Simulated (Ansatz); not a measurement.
Input and command of a calculation in Ansatz (plane waves; scalar-relativistic PAW potentials unless the input names others):

```yaml
crystal:
  lattice:
    - [1.64853186, -2.73168823, 0.0]
    - [1.64853186, 2.73168823, 0.0]
    - [0.0, 0.0, 6.31376862]
  atoms:
    - { symbol: H, position: [0.5686197497, 0.4313802503, 0.9994225401] }
    - { symbol: H, position: [0.4313802503, 0.5686197497, 0.0005774599] }
    - { symbol: H, position: [0.4313802503, 0.5686197497, 0.4994225401] }
    - { symbol: H, position: [0.5686197497, 0.4313802503, 0.5005774599] }
kpoints:
  mp_grid: { grid: [8, 8, 4] }
hamiltonian:
  xc: pbe
  dispersion: d3bjatm
scf:
  occupations: { method: gaussian, width: 0.02 }
  lower_state_search: light
output:
  forces: true
  eigenvalues: true
  stress: true
accuracy: high
```

```bash
ansatz run input.yaml --threads 1 --pin off --max-ram 2560MiB --backend cpu --events-out ev --progress --plain --runs-dir out
```

Abridged log:
```
Pseudopotentials: kind: paw
Pseudopotential: H, paw, valence charge 1, recommended cutoff 420 eV (normal)
Functional definition: PBE
Crystal: 4 atoms, lattice volume = 56.865 Å³
Basis set: ecut = 420 eV, 1113 PW (Γ), exchange–correlation on 50×50×100 points (8 copies of the dense FFT grid, shifted against one another)
Bands: 6, of which v1, the nominal top of the filled ones, is band 2 counted from 1 (1 counted from 0)
Symmetry: 8 space group operations
Space group: Cmcm (ITA 63), of the structure as read, at distance tolerance 3.8e-5 Å
k-points: 63 of 256
Initial density: superposition of atomic densities (neutral atoms: chi_scale 0, normalization atom), corrected by the library's trained network
Initial wavefunctions: pseudopotential atomic-orbital guess
Functional: x = pbe(κ = 0.804, μ = 0.21951497), c = pbe(β = 0.06672455)
SCF iter   1: F=—  HF=-63.565480 eV  |F-HF|=—  |Δ(HF+E_count)|=         —  Δρ=6.60e-4  dr2=2.95e-4  ethr=1.77e-3  ⟨swp⟩=3.6  Hψ=3039  notcnv=0
SCF iter   2: F=—  HF=-63.565185 eV  |F-HF|=—  |Δ(HF+E_count)|=   2.95e-4  Δρ=3.01e-4  dr2=4.11e-5  ethr=7.37e-6  ⟨swp⟩=2.0  Hψ=1260  notcnv=0
SCF iter   3: F=—  HF=-63.565283 eV  |F-HF|=—  |Δ(HF+E_count)|=   9.82e-5  Δρ=8.24e-5  dr2=2.19e-6  ethr=1.03e-6  ⟨swp⟩=2.1  Hψ=756  notcnv=0
SCF iter   4: F=-63.565297 eV  HF=-63.565297 eV  |F-HF|=3.68e-8  |Δ(HF+E_count)|=   1.43e-5  Δρ=6.45e-6  dr2=1.17e-8  ethr=5.47e-8  ⟨swp⟩=2.1  Hψ=532  notcnv=0
SCF iter   5: F=-63.565297 eV  HF=-63.565297 eV  |F-HF|=1.53e-10  |Δ(HF+E_count)|=   4.05e-8  Δρ=2.97e-7  dr2=3.86e-11  ethr=2.92e-10  ⟨swp⟩=2.0  Hψ=504  notcnv=0
SCF iter   6: F=-63.565297 eV  HF=-63.565297 eV  |F-HF|=1.24e-12  |Δ(HF+E_count)|=  1.64e-10  Δρ=1.12e-7  dr2=4.51e-12  ethr=1.00e-12  ⟨swp⟩=1.0  Hψ=1085  notcnv=0
SCF 1 converged in 6 iterations: F = -63.565297 eV  dr2 = 4.51e-12
  Residual-converged pass: ⟨swp⟩=2.0  Hψ=687  notcnv=0  max |occ|·‖R‖ = 9.0e-8 eV (tolerance 1.3e-7 eV) dr2=4.55e-12  dr2_onsite=2.51e-14  max |Δocc| = 0.0e0
SCF converged after 6 iterations
Free energy (F): -63.565297 eV
Harris-Foulkes:  -63.565297 eV  (|F-HF|=1.24e-12)
Internal energy: -63.565297 eV  (E = F + TS)
E sigma→0 (E₀):  -63.565297 eV
Fermi energy:    -4.248297 eV
  E_disp       = -0.059254  (pairwise vdW)
--- Forces (eV/Å), atoms counted from 1 ---
  atom   1  H      0.00000000    -0.01989928    -0.00056049
  atom   2  H      0.00000000     0.01989928     0.00056049
  atom   3  H      0.00000000     0.01989928    -0.00056049
  atom   4  H      0.00000000    -0.01989928     0.00056049
--- Stress (GPa, compression-positive) ---
        0.066076       0.000000       0.000000
        0.000000       0.084512       0.000000
        0.000000       0.000000       0.038760
  P = ⅓ Tr σ = 0.0631 GPa (0.631 kbar)
```

Apart from outputs, empty bands and the relaxation, which only the reference makes, the input differs from a reference run on usual settings in scf.lower_state_search: not typed → "light"; hamiltonian.dispersion: not typed → "d3bjatm"; accuracy: not typed → "high"; basis.ecutwfc: 420 → not typed. The reference, at the same geometry, ended its own course with pressure 0.24 GPa, largest force 0.001 eV/Å, gap on the mesh 8.21 eV. This run converged in 6 SCF iterations with an energy at zero smearing 14.81 meV/atom below the reference's (the Hamiltonian itself differs), pressure 0.06 GPa, largest force 0.020 eV/Å, gap on the mesh 8.21 eV.